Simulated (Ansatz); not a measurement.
Relaxed ZrO₂ (fluorite):

```
CELL_PARAMETERS angstrom
      0.00000     5.11588     5.11588
      2.55794     0.00000     2.55794
      2.55794     2.55794     0.00000
ATOMIC_POSITIONS crystal
  Zr 0.00000 0.00000 0.00000
  Zr 0.50000 0.00000 0.00000
  O  0.12500 0.25000 0.25000
  O  0.62500 0.25000 0.25000
  O  0.37500 0.75000 0.75000
  O  0.87500 0.75000 0.75000
```

A phonon eigenvector at L = (0.5, 0.0, 0.0) is frozen into this cell: atom i moves by Q times the vector below, so Q is the largest atomic displacement, in Å. The cell is held. (q is in reciprocal vectors of the primitive cell; the cell shown is doubled to hold the pattern.)

```
atom       x       y       z
----  ------  ------  ------
Zr1    0.577  -0.577  -0.577
Zr2   -0.577   0.577   0.577
O3     0.432  -0.432  -0.432
O4    -0.432   0.432   0.432
O5    -0.432   0.432   0.432
O6     0.432  -0.432  -0.432
```

All values below come from PBE (plane waves to 420 eV, PAW, scalar-relativistic; Ansatz, a quantum-chemistry and plane-wave program). k mesh 11×11×11 (Γ-centred), Fermi-Dirac smearing 0.05 eV. Energies are smeared free energies. Left out: 4 of 13 points, with atoms too close for the PAW data. The PAW data are Ansatz's earlier set. This is a high-temperature form of ZrO2. ZrO2 is run without spin polarisation. ZrO2 was relaxed with its symmetry unable to fall. ΔE is measured from the undisplaced structure.

```
Q (Å)    ΔE (meV/cell)
-------  -------------
-0.1867           1061
-0.1400       withheld
-0.0933            214
-0.0467             51
0.0000               0
0.0467              51
0.0933             214
0.1400        withheld
0.1867            1061
```

**Question.** Fit an even polynomial form (powers 2, 4) to the given rows and predict ΔE at Q = -0.1400.

**Answer.** Least squares on the 7 given rows: ΔE = (22660)·Q² + (223200)·Q⁴, in meV/cell with Q in Å; root-mean-square residual 0.3 meV/cell. At -0.1400 the fit gives 530 meV/cell; the calculation gives 529 meV/cell, so the interpolation is off by 1 (+0.2 %). The quadratic term alone would give 444 meV/cell.

(A displaced cell: forces are minus the slopes of the energy, force constants its curvatures, and phonons follow from these.)
